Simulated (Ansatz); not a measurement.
# HfN (F-43m) in Ansatz: a series of runs

The runs below take HfN through single point, density of states, with PBEsol.

Everything below comes from runs of Ansatz 0.2.0. Logs are shortened: lines on timing, memory, paths and dates and some standing lists are left out, and cuts for length are marked.

### 1 The structure

It takes space group F-43m (No. 216, cubic). The conventional cell has a = 4.910 Å, b = 4.910 Å, c = 4.910 Å, α = 90.00°, β = 90.00°, γ = 90.00°. Around Hf (site symmetry -43m) lie 4 N at 2.13 Å. N (site symmetry -43m) is surrounded by 4 Hf at 2.13 Å.

The cell comes from a database or a generator and needn't be the stable form of this composition.

### 2 Single point, PBEsol, 13.91 Å³/atom (volume scaled by 0.94)

The input, input.yaml:

```yaml
crystal:
  lattice:
    - [0.0, 2.4047095306, 2.4047095306]
    - [2.4047095306, 0.0, 2.4047095306]
    - [2.4047095306, 2.4047095306, 0.0]
  atoms:
    - { symbol: Hf, position: [0.0, 0.0, 0.0] }
    - { symbol: "N", position: [0.25, 0.25, 0.25] }
kpoints:
  mp_grid: { grid: [9, 9, 9] }
scf:
  occupations: { method: fermi_dirac, width: 0.05 }
hamiltonian:
  xc: pbesol
  pseudopotentials: { kind: all_electron, lapw: { basis_error: 0.0005 } }
output:
  forces: true
  stress: true
  eigenvalues: true
```

Potentials or basis: all-electron LAPW, scalar-relativistic.

On the command line:

```bash
ansatz run input.yaml --threads 1 --pin off --max-ram 3072MiB --backend cpu --events-out ev --progress --plain --runs-dir out
```

Log:

```text
Warning: RAYON_NUM_THREADS=1 ignored (pool sized by the plan → 1); use --threads N
LAPW: plane waves up to 10.781 Å⁻¹, error target 5.0e-4 eV per atom; small_component_spin mean_spin; N in spheres of 0.871 Å, 7 of its electrons in bands, Dirac shells []; Hf in spheres of 1.212 Å, 44 of its electrons in bands, Dirac shells [] (how accurate: hamiltonian.pseudopotentials.lapw.basis_error, Limitations)
Engine: ansatz 0.2.0, aarch64-unknown-linux-gnu
Pseudopotentials: kind: all_electron
Pseudopotential: Hf, LAPW, valence charge 44, lapw/all_electron/scalar/gaussian/Hf, Koelling and Harmon's equation, gaussian nucleus
Pseudopotential: N, LAPW, valence charge 7, lapw/all_electron/scalar/gaussian/N, Koelling and Harmon's equation, gaussian nucleus
Functional definition: PBEsol
  exchange = pbesol_x
  correlation = pbesol_c
Crystal: 2 atoms, lattice volume = 27.811 Å³
Basis set: ecut = 442.82745826301505 eV, 609 PW (Γ), exchange–correlation at level 2
Bands: 31, of which v1, the nominal top of the filled ones, is band 26 counted from 1 (25 counted from 0)
Symmetry: 24 space group operations
Space group: F-43m (ITA 216), of the structure as read, at distance tolerance 3.0e-5 Å
k-points: 35 of 729 (time reversal used)
Non-local potential: Hf, projectors of the file, none
Non-local potential: N, projectors of the file, none
Initial density: superposition of atomic densities (chi_scale 0.1, normalization cell, long waves kept (reshape's long-wave potential 0.00 eV rms))
Initial wavefunctions: plane waves of lowest kinetic energy (no species holds an atomic orbital)
Functional: x = pbesol(κ = 0.804, μ = 0.12345679012345678), c = pbesol(β = 0.046)
iter 1 solved again at ethr=1.36e-2 eV; its pass at ethr=1.00e-1 eV (dr2=6.92e0 eV) is discarded
SCF iter   1: F=—  HF=-411617.109862 eV  |F-HF|=—  |Δ(HF+E_count)|=         —  Δρ=1.37e-1  dr2=6.92e0  ethr=1.36e-2  ⟨swp⟩=2.0  Hψ=6712  notcnv=0
preconditioner: auto → none  [insulator: Δε(μ)=0.217 eV  Ē_g=18.865 eV  σ=0.050 eV  W_gap=0.63  n_scr=14 (ndim 8)  ℏωp=37.9 eV  f_vac=0.008  D(μ)=0.96/eV (n_scr^D=8)  ε∞_Penn≈5.0]
SCF iter   2: F=—  HF=-411615.879434 eV  |F-HF|=—  |Δ(HF+E_count)|=    1.23e0  Δρ=8.93e-2  dr2=2.46e0  ethr=1.36e-2  ⟨swp⟩=3.0  Hψ=3240  notcnv=0
iter 3 solved again at ethr=1.30e-4 eV; its pass at ethr=4.83e-3 eV (dr2=6.63e-2 eV) is discarded
SCF iter   3: F=—  HF=-411614.611423 eV  |F-HF|=—  |Δ(HF+E_count)|=    1.27e0  Δρ=1.57e-2  dr2=6.63e-2  ethr=1.30e-4  ⟨swp⟩=2.0  Hψ=5708  notcnv=0
SCF iter   4: F=—  HF=-411614.610199 eV  |F-HF|=—  |Δ(HF+E_count)|=         —  Δρ=2.36e-3  dr2=1.42e-3  ethr=1.30e-4  ⟨swp⟩=2.0  Hψ=3347  notcnv=0
the basis was enlarged: its passes take 533.4 KiB over the memory plan, 1 of 1 planned eigensolver slots
SCF iter   5: F=—  HF=-411614.597141 eV  |F-HF|=—  |Δ(HF+E_count)|=   1.31e-2  Δρ=2.56e-3  dr2=2.64e-3  ethr=2.78e-6  ⟨swp⟩=3.0  Hψ=3609  notcnv=0
SCF iter   6: F=—  HF=-411614.596212 eV  |F-HF|=—  |Δ(HF+E_count)|=   9.29e-4  Δρ=7.39e-4  dr2=2.36e-4  ethr=2.78e-6  ⟨swp⟩=2.0  Hψ=3153  notcnv=0
SCF iter   7: F=—  HF=-411614.596078 eV  |F-HF|=—  |Δ(HF+E_count)|=   1.34e-4  Δρ=7.78e-5  dr2=1.27e-6  ethr=4.63e-7  ⟨swp⟩=2.5  Hψ=3170  notcnv=0
SCF iter   8: F=-411614.596079 eV  HF=-411614.596079 eV  |F-HF|=4.54e-9  |Δ(HF+E_count)|=   4.05e-7  Δρ=1.31e-5  dr2=3.93e-8  ethr=2.50e-9  ⟨swp⟩=2.2  Hψ=3159  notcnv=0
SCF 1 converged in 8 iterations: F = -411614.596079 eV  dr2 = 3.93e-8
SCF converged after 8 iterations
Free energy (F): -411614.596079 eV
Harris-Foulkes:  -411614.596079 eV  (|F-HF|=4.54e-9)
Internal energy: -411614.591567 eV  (E = F + TS)
E sigma→0 (E₀):  -411614.593823 eV
Entropy (-TS):   -0.004512 eV (-2.256 meV/atom)
Fermi energy:    19.232221 eV
--- Per-component energies (eV) ---
  E_band       = -5583.010742
  E_kinetic    = 457789.490257
  E_xc         = -8474.388165
  E_electrostatic = -860929.693658  (all electrons and nuclei)
  E_smearing   = -0.004512  (= −TS)
  E_closure    = 0.000000  (closes the sum)
  E_atoms      = -411595.030029  (free atoms, spherical and without spin; not in F)
  Σ components = -411614.596079   (vs F -411614.596079, Δ=0.00e0)
  Basis errors (estimates in eV, not in F): energy 2.2e-4 per atom: plane waves 2.0e-4 (1.2e-4 summed), levels above the bands 3.2e-76, relativity 1.3e-8, radial functions 2.0e-5, core shells 1.8e-11; eigenvalues (radial functions only) 1.7e-6; not estimated: angular momenta, meshes, grids; target (lapw.basis_error) 5.0e-4; muffin-tin radii N 0.871 Å, Hf 1.212 Å
--- Forces (eV/Å), atoms counted from 1 ---
  atom   1  Hf     0.00000000    -0.00000000    -0.00000000
  atom   2  N     -0.00000000     0.00000000     0.00000000
  max |Σ_I F_I| component: 4.07e-16 eV/Å
--- Stress (GPa, compression-positive) ---
        7.715375       0.000000       0.000000
        0.000000       7.715375      -0.000000
        0.000000      -0.000000       7.715375
  P = ⅓ Tr σ = 7.7154 GPa (77.154 kbar)
--- Band table (eV; the first three rows and the last of 35) ---
  k-point 0: bands = ["-487.2598", "-356.4245", "-354.1461", "-354.1461", "-354.1461", "-182.2407", "-182.2407", "-182.2216", "-182.2216", "-182.2216", "-43.0431", "-11.6308", "-11.6308", "-11.6308", "2.6682", "7.0096", "7.0096", "7.0096", "7.0951", "7.0951", "7.0951", "7.1606", "13.4824", "13.4824", "13.4824", "18.7145", "21.5530", "21.5530", "26.2095", "26.2095", "26.2095"]
  k-point 1: bands = ["-487.2598", "-356.4245", "-354.1461", "-354.1461", "-354.1461", "-182.2407", "-182.2407", "-182.2216", "-182.2216", "-182.2216", "-43.0398", "-11.7065", "-11.6403", "-11.6403", "2.8328", "7.0104", "7.0132", "7.0132", "7.0889", "7.0889", "7.0953", "7.1683", "13.2329", "13.5816", "13.5816", "19.3604", "21.3415", "21.3415", "25.8764", "26.5306", "26.5306"]
  k-point 2: bands = ["-487.2598", "-356.4245", "-354.1461", "-354.1461", "-354.1461", "-182.2407", "-182.2407", "-182.2216", "-182.2216", "-182.2216", "-43.0313", "-11.8924", "-11.6642", "-11.6642", "3.2301", "7.0148", "7.0211", "7.0211", "7.0757", "7.0757", "7.0958", "7.1802", "12.9188", "13.8087", "13.8087", "20.6300", "21.1103", "21.1103", "25.3073", "26.7786", "26.7786"]
  k-point 34: bands = ["-487.2598", "-356.4245", "-354.1461", "-354.1461", "-354.1461", "-182.2407", "-182.2407", "-182.2216", "-182.2216", "-182.2216", "-43.0057", "-12.1259", "-11.9469", "-11.8263", "4.3589", "7.0071", "7.0348", "7.0540", "7.0556", "7.0612", "7.0700", "7.1501", "13.2079", "14.0387", "15.5056", "18.0288", "20.7128", "22.9608", "24.8775", "26.2192", "29.0990"]
```

It took 19 s on 1 thread of Arm Neoverse V2, shared host; peak memory 0.32 GiB.

Results:

| Item | Value |
| --- | --- |
| Free energy | -411614.5961 eV |
| Pressure | 7.7 GPa |
| Band gap on the k mesh | none (metal or under the smearing width) |

### 3 Single point, PBEsol, 14.20 Å³/atom (volume scaled by 0.96)

input.yaml: that of step 2 with these lines changed.

```diff
@@ -2,5 +2,5 @@
   lattice:
-    - [0.0, 2.4047095306, 2.4047095306]
-    - [2.4047095306, 0.0, 2.4047095306]
-    - [2.4047095306, 2.4047095306, 0.0]
+    - [0.0, 2.4216446627, 2.4216446627]
+    - [2.4216446627, 0.0, 2.4216446627]
+    - [2.4216446627, 2.4216446627, 0.0]
   atoms:
```

Potentials or basis: all-electron LAPW, scalar-relativistic.

On the command line:

```bash
ansatz run input.yaml --threads 1 --pin off --max-ram 3072MiB --backend cpu --events-out ev --progress --plain --runs-dir out
```

It took 19 s on 1 thread of Arm Neoverse V2, shared host; peak memory 0.32 GiB.

The run converged. Its results:

- Free energy: -411614.6157 eV
- Pressure: 3.0 GPa
- Band gap on the k mesh: none (metal or under the smearing width)

### 4 Single point, PBEsol, 14.50 Å³/atom (volume scaled by 0.98)

input.yaml: that of step 3 with these lines changed.

```diff
@@ -2,5 +2,5 @@
   lattice:
-    - [0.0, 2.4216446627, 2.4216446627]
-    - [2.4216446627, 0.0, 2.4216446627]
-    - [2.4216446627, 2.4216446627, 0.0]
+    - [0.0, 2.4383461881, 2.4383461881]
+    - [2.4383461881, 0.0, 2.4383461881]
+    - [2.4383461881, 2.4383461881, 0.0]
   atoms:
```

On the command line:

```bash
ansatz run input.yaml --threads 1 --pin off --max-ram 3072MiB --backend cpu --events-out ev --progress --plain --runs-dir out
```

It took 20 s on 1 thread of Arm Neoverse V2, shared host; peak memory 0.32 GiB.

The run converged. Its results:

* Free energy: -411614.6188 eV
* Pressure: -1.2 GPa
* Band gap on the k mesh: none (metal or under the smearing width)

### 5 Single point, PBEsol, 14.79 Å³/atom

input.yaml: that of step 4 with these lines changed.

```diff
@@ -2,5 +2,5 @@
   lattice:
-    - [0.0, 2.4383461881, 2.4383461881]
-    - [2.4383461881, 0.0, 2.4383461881]
-    - [2.4383461881, 2.4383461881, 0.0]
+    - [0.0, 2.454822, 2.454822]
+    - [2.454822, 0.0, 2.454822]
+    - [2.454822, 2.454822, 0.0]
   atoms:
```

On the command line:

```bash
ansatz run input.yaml --threads 1 --pin off --max-ram 3072MiB --backend cpu --events-out ev --progress --plain --runs-dir out
```

Run time: 20 s. Hardware: 1 thread of Arm Neoverse V2, shared host; peak memory 0.32 GiB.

The run converged. Its results:

```yaml
Free_energy: -411614.6072 eV
Pressure: -5.0 GPa
Band_gap_on_the_k_mesh: none (metal or under the smearing width)
```

### 6 Single point, PBEsol, 15.09 Å³/atom (volume scaled by 1.02)

input.yaml: that of step 5 with these lines changed.

```diff
@@ -2,5 +2,5 @@
   lattice:
-    - [0.0, 2.454822, 2.454822]
-    - [2.454822, 0.0, 2.454822]
-    - [2.454822, 2.454822, 0.0]
+    - [0.0, 2.4710795731, 2.4710795731]
+    - [2.4710795731, 0.0, 2.4710795731]
+    - [2.4710795731, 2.4710795731, 0.0]
   atoms:
```

Potentials or basis: all-electron LAPW, scalar-relativistic.

On the command line:

```bash
ansatz run input.yaml --threads 1 --pin off --max-ram 3072MiB --backend cpu --events-out ev --progress --plain --runs-dir out
```

Run time: 19 s. Hardware: 1 thread of Arm Neoverse V2, shared host; peak memory 0.32 GiB.

It converged, with:

```
Free energy            : -411614.5822 eV
Pressure               : -8.5 GPa
Band gap on the k mesh : none (metal or under the smearing width)
```

### 7 Single point, PBEsol, 15.38 Å³/atom (volume scaled by 1.04)

input.yaml: that of step 6 with these lines changed.

```diff
@@ -2,5 +2,5 @@
   lattice:
-    - [0.0, 2.4710795731, 2.4710795731]
-    - [2.4710795731, 0.0, 2.4710795731]
-    - [2.4710795731, 2.4710795731, 0.0]
+    - [0.0, 2.487125994, 2.487125994]
+    - [2.487125994, 0.0, 2.487125994]
+    - [2.487125994, 2.487125994, 0.0]
   atoms:
```

On the command line:

```bash
ansatz run input.yaml --threads 1 --pin off --max-ram 3072MiB --backend cpu --events-out ev --progress --plain --runs-dir out
```

It took 21 s on 1 thread of Arm Neoverse V2, shared host; peak memory 0.32 GiB.

The run converged. Its results:

```
Free energy            : -411614.5451 eV
Pressure               : -11.6 GPa
Band gap on the k mesh : none (metal or under the smearing width)
```

### 8 Single point, PBEsol, 15.68 Å³/atom (volume scaled by 1.06)

input.yaml: that of step 7 with these lines changed.

```diff
@@ -2,5 +2,5 @@
   lattice:
-    - [0.0, 2.487125994, 2.487125994]
-    - [2.487125994, 0.0, 2.487125994]
-    - [2.487125994, 2.487125994, 0.0]
+    - [0.0, 2.502967988, 2.502967988]
+    - [2.502967988, 0.0, 2.502967988]
+    - [2.502967988, 2.502967988, 0.0]
   atoms:
```

On the command line:

```bash
ansatz run input.yaml --threads 1 --pin off --max-ram 3072MiB --backend cpu --events-out ev --progress --plain --runs-dir out
```

Wall time 20 s (1 thread of Arm Neoverse V2, shared host); peak memory 0.32 GiB.

It converged, with:

* Free energy: -411614.4972 eV
* Pressure: -14.4 GPa
* Band gap on the k mesh: none (metal or under the smearing width)

### 9 Density of states, PBEsol

The input, input.yaml:

```yaml
crystal:
  lattice:
    - [0.0, 2.454822, 2.454822]
    - [2.454822, 0.0, 2.454822]
    - [2.454822, 2.454822, 0.0]
  atoms:
    - { symbol: Hf, position: [0.0, 0.0, 0.0] }
    - { symbol: "N", position: [0.25, 0.25, 0.25] }
kpoints:
  mp_grid: { grid: [9, 9, 9] }
scf:
  occupations: { method: fermi_dirac, width: 0.05 }
hamiltonian:
  xc: pbesol
  pseudopotentials: { kind: all_electron, datasets: crystal }
output:
  forces: true
  stress: true
  eigenvalues: true
  dos: { projected: false, de: 0.1, e_range: [-20, 6] }
  elf: true
  volumetric_format: npy
```

Potentials or basis: all-electron PAW datasets made for the crystal.

On the command line:

```bash
ansatz run input.yaml --threads 1 --pin off --max-ram 3072MiB --backend cpu --events-out ev --progress --plain --runs-dir out
```

Run time: 11 s. Hardware: 1 thread of Arm Neoverse V2, shared host; peak memory 0.54 GiB.

It converged, with:

| Property | Result |
| --- | --- |
| Free energy | -411614.6075 eV |
| Pressure | -5.0 GPa |
| Band gap on the k mesh | none (metal or under the smearing width) |

Levels at points of the mesh, in eV from the Fermi level:
| k point | band 13 | band 14 | band 15 | band 16 | band 17 | band 18 | band 19 | band 20 |
| --- | --- | --- | --- | --- | --- | --- | --- | --- |
| (0.00, 0.00, 0.00) | -5.45 | -5.45 | -5.45 | -0.67 | 2.20 | 2.20 | 6.59 | 6.59 |

States per cell in windows of 1 eV (zero at the Fermi level; states under -8 eV left out):
| from (eV) | total |
| --- | --- |
| -8.0 | 0.00 |
| -7.0 | 0.97 |
| -6.0 | 1.58 |
| -5.0 | 2.83 |
| -4.0 | 0.61 |
| -3.0 | 0.00 |
| -2.0 | 0.18 |
| -1.0 | 0.75 |
| 0.0 | 0.74 |
| 1.0 | 1.48 |
| 2.0 | 1.96 |
| 3.0 | 0.89 |
| 4.0 | 0.09 |
| 5.0 | 2.33 |

Caveat: the program warned that the printed levels may be off, so bands, gaps and densities of states are rough. Spin-orbit coupling is left out, which matters for the levels of Hf.
